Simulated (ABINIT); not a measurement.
A run of ABINIT 10.8.3 (patched build) is set up as follows.

run.abi

```
# Pseudopotentials
pp_dirpath "./"
pseudos "Ga.GGA_PBE-JTH.xml"

# Structure
acell 8.4082796997 8.408294156 5.2254706798
rprim
     1.0000000000     0.0000000000     0.0000000000
    -0.5000002641     0.8660252513     0.0000000000
     0.0000000000     0.0000000000     1.0000000000
ntypat 1
znucl 31
natom 2
typat 1 1
xred
     0.3396310000     0.6626890000     0.5167170000
     0.6823560000     0.3426560000     0.4895650000
chkprim 0
chksymtnons 0
tolsym 1.0e-6

# Plane-wave basis
ecut 462.593566 eV
pawecutdg 34.0
pawxcdev 0

# k points
kptopt 1
ngkpt 7 7 10
nshiftk 1
shiftk 0.0 0.0 0.0

# Exchange and correlation
ixc 11

# Bands and occupations
nband 17
occopt 3
tsmear 0.00183747

# SCF cycle
nstep 100
tolvrs 1.0e-9

# Output
iomode 3
prtwf 0
prtden 0
prteig 0
prtebands 0
```

Potentials or basis: JTH PAW PBE v2.0.

Run with:

```sh
$ abinit run.abi > log 2>&1
```

Problem. Estimate the largest force.

Solution. 0.253 eV/Å.

Problem. Predict the band gap on the k mesh.

Solution. None (metal or under the smearing width).

Forces on the atoms (eV/Å):
```
Ga   0.073  0.242  0.015
Ga  -0.073 -0.242 -0.015
```
